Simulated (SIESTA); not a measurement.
TiO2:

```
CELL_PARAMETERS angstrom
4.59984 0.00000 0.00000
0.00000 4.59984 0.00000
0.00000 0.00000 2.95921
ATOMIC_POSITIONS crystal
Ti 0.00000 0.00000 0.50000
Ti 0.50000 0.50000 0.00000
O 0.30432 0.30432 0.50000
O 0.19568 0.80432 0.00000
O 0.80432 0.19568 0.00000
O 0.69568 0.69568 0.50000
```

The cell is a database's computed one.

Base run:

* Program: SIESTA 5.4.2
* Functional: PBE
* Potentials or basis: PseudoDojo 0.4 standard (PBE files)
* Basis: DZP (energy shift 0.003 Ry; two zetas on semicore shells)
* Grid cutoff: 800 Ry
* Energy shift: 0.003 Ry
* k mesh: 6 × 6 × 9
* Occupations: fermi-dirac, width 0.05 eV
* Spin: no spin polarisation

Its results: band gap on the k mesh 1.75 eV, direct; pressure 7.4 GPa; largest force 0.059 eV/Å.

Problem. The run is repeated on the same cell with these changes: hubbard terms from none to Ti d U = 2 eV. What comes out?

Solution. Band gap on the k mesh 1.98 eV, direct; pressure 11.3 GPa; largest force 0.093 eV/Å.

The U term pushes filled and empty states of the shell apart.

Caveats: an odd mesh through Γ misses points on the zone boundary, where band edges often lie; the basis of atomic orbitals isn't converged, which shifts pressures, moduli and gaps.
